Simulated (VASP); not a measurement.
Runs of VASP 6.6.1 on HgTe (Coloradoite). The structure is cubic, space group F-43m (No. 216). The conventional cell has a = 6.429 Å, b = 6.429 Å, c = 6.429 Å, α = 90.00°, β = 90.00°, γ = 90.00°. Hg (site symmetry -43m) is surrounded by 4 Te at 2.78 Å. Te (site symmetry -43m) has 4 Hg at 2.78 Å as nearest neighbours. 

```csv
level,gap on the mesh (eV),pressure (GPa),relaxed volume (Å³/atom)
optB88-vdW,none,0.0,(b)
optPBE-vdW,none,0.0,37.39
rev-vdW-DF2,none,0.0,(a)
BEEF-vdW,none,0.0,38.35
vdW-DF2,none,0.0,41.05
```

Alike in all rows: task relaxation of cell and atoms; potentials or basis VASP PAW PBE potentials, release 64 (Hg, Te); no spin polarisation; cell relaxed; k mesh 7 × 7 × 7; cutoff (eV) 600; smearing fermi-dirac 0.05 eV.

Problem. Estimate the missing entries.

Solution. (a) 35.87; (b) 36.54.

Caveats: the PAW data sets were made with another functional, which shifts forces and pressure a little; the volume moved by over 15 % at a fixed basis, so the end points are rough (some runs); the volume moved by +10 % from the deposited cell, more than functionals usually miss (some runs); the volume moved by +13 % from the deposited cell, more than functionals usually miss (some runs); the volume moved by +15 % from the deposited cell, more than functionals usually miss (some runs); the volume moved by +24 % from the deposited cell, more than functionals usually miss (some runs).

A k mesh can miss the band edges, and the runs leave out spin-orbit coupling on Hg, Te.

A gap of «none» marks a metal or a gap under the smearing width.

Runs at the PBE level aren't shown here.
